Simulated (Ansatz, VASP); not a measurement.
## CuAu: VASP beside Ansatz

```xyz
2
Lattice="2.7929 0.0000 0.0000 0.0000 2.7929 0.0000 0.0000 0.0000 3.5324" Properties=species:S:1:pos:R:3 pbc="T T T"
Cu    1.3965    1.3965    1.7662
Au    0.0000    0.0000    0.0000
```

Alike in both runs: functional LDA; k mesh 16 × 16 × 12; occupations gaussian, width 0.1 eV; no spin polarisation.

Ansatz relaxed the structure, and its values are those at the end. VASP's run is a single point on that final structure, the one shown.

|  | VASP | Ansatz |
| --- | --- | --- |
| version | VASP 6.6.1 | Ansatz 0.2.0 |
| potentials or method | VASP PAW LDA potentials, release 64 (Cu, Au) | scalar-relativistic, plane waves, PAW |
| plane-wave cutoff (eV) | 520 | 420 |
| valence electrons in the cell | 22 | 38 |

VASP gave:

```
gap on the k mesh at the Fermi level (eV) : none
pressure (GPa)                            : 0.5
```

Estimate Ansatz's values.

gap on the k mesh at the Fermi level (eV): none; pressure (GPa): 0.0.

A gap of «none» marks a metal or a gap that the smearing closes. The two sets of potentials don't hold the same shells in valence.

Spin-orbit coupling is left out, which matters for the levels of Au.
